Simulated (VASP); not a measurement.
The system is Mg3Sb2.

```
Mg Sb
1.0
     4.58200    0.00000    0.00000
    -2.29100    3.96813    0.00000
     0.00000    0.00000    7.24400
Mg Sb
3 2
Direct
  0.33333 0.66667 0.63000
  0.66667 0.33333 0.37000
  0.00000 0.00000 0.00000
  0.33333 0.66667 0.23500
  0.66667 0.33333 0.76500
```

| Property | Result |
| --- | --- |
| Program | VASP 6.6.1 |
| Task | relaxation of cell and atoms |
| Functional | PBEsol |
| Potentials or basis | VASP PAW PBE potentials, release 64 (Mg, Sb) |
| Cutoff | 600 eV |
| k mesh | 9 × 9 × 5 |
| Occupations | gaussian, width 0.03 eV |
| Spin | no spin polarisation |

At the start: pressure -0.4 GPa; volume 26.34 Å³/atom.

Q: How do energy, volume and symmetry change on relaxing?

A: Over 6 steps the energy falls by 8.7 meV/atom and the volume is 25.78 Å³/atom (-2.1 %); space group P-3m1 (No. 164, to 0.05 Å).

Step by step:
| step | energy change (eV) | largest force (eV/Å) | pressure (GPa) | volume (Å³) |
| --- | --- | --- | --- | --- |
| 1 | 0.0000 | 0.4752 | -0.37 | 131.71 |
| 2 | -0.0233 | 0.3305 | -0.14 | 130.54 |
| 3 | -0.0358 | 0.1138 | 0.31 | 128.71 |
| 4 | -0.0423 | 0.0317 | -0.09 | 129.45 |
| 5 | -0.0427 | 0.0279 | -0.21 | 129.68 |
| 6 | -0.0437 | 0.0078 | 0.06 | 128.91 |

Final structure:
```
Mg Sb
1.0
     4.55240    0.00000    0.00000
    -2.27620    3.94250    0.00000
     0.00000    0.00000    7.18246
Mg Sb
3 2
Cartesian
  0.0000 2.6283 4.5437
  2.2762 1.3142 2.6388
  0.0000 0.0000 0.0000
  0.0000 2.6283 1.6062
  2.2762 1.3142 5.5763
```

Caveat: the PAW data sets were made with another functional, which shifts forces and pressure a little.
